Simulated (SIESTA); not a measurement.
Crystal: CoO.

```xyz
2
Lattice="-1.5080 1.5080 2.1073 1.5080 -1.5080 2.1073 1.5080 1.5080 -2.1073" Properties=species:S:1:pos:R:3 pbc="T T T"
Co    0.0000    0.0000    0.0000
O     0.0000    0.0000    2.1073
```

```yaml
Program: SIESTA 5.4.2
Task: single point
Functional: PBE
Potentials_or_basis: PseudoDojo 0.4 standard (PBE files)
Basis: DZP (energy shift 0.003 Ry; two zetas on semicore shells)
Grid_cutoff: 800 Ry
Energy_shift: 0.003 Ry
k_mesh: 12 × 12 × 12
Occupations: fermi-dirac, width 0.05 eV
Spin: collinear spin, ferromagnetic start
Starting_moments: "[2.0, 0.0] μB"
```

On this cell: pressure 1.3 GPa; largest force under 0.003 eV/Å; net moment 2.98 μB per cell; site moments Co +2.61; O +0.36 μB; band gap on the k mesh none (metal or under the smearing width).

The same run follows on a disturbed copy (atoms moved at random, drawn with an rms of 0.05 Å):

```xyz
2
Lattice="-1.5080 1.5080 2.1073 1.5080 -1.5080 2.1073 1.5080 1.5080 -2.1073" Properties=species:S:1:pos:R:3 pbc="T T T"
Co    0.0385    0.0077   -0.0330
O    -0.0152    0.0302    2.1268
```

Problem. What does the disturbed cell give?

Solution. The energy (extrapolated to zero smearing) moves by +2.6 meV/atom; pressure 1.7 GPa; largest force 0.151 eV/Å; net moment 2.98 μB per cell; site moments Co +2.61; O +0.37 μB; band gap on the k mesh none (metal or under the smearing width).

Forces in eV/Å, atoms in the order of the input:
```
Co  -0.073  0.034  0.127
O    0.073 -0.034 -0.128
```

Stress tensor (GPa, compression positive):
```
 0.99 -0.38  0.33
-0.38  1.23 -0.15
 0.33 -0.15  3.02
```

Caveats: short orbitals over semicore shells can move pressures by several GPa; the basis of atomic orbitals isn't converged, which shifts pressures, moduli and gaps; a cell with one magnetic atom can't hold antiferromagnetic order, which such compounds often take; semilocal functionals often make such compounds metallic where correlation or magnetic order opens a gap, which also shifts bond lengths.
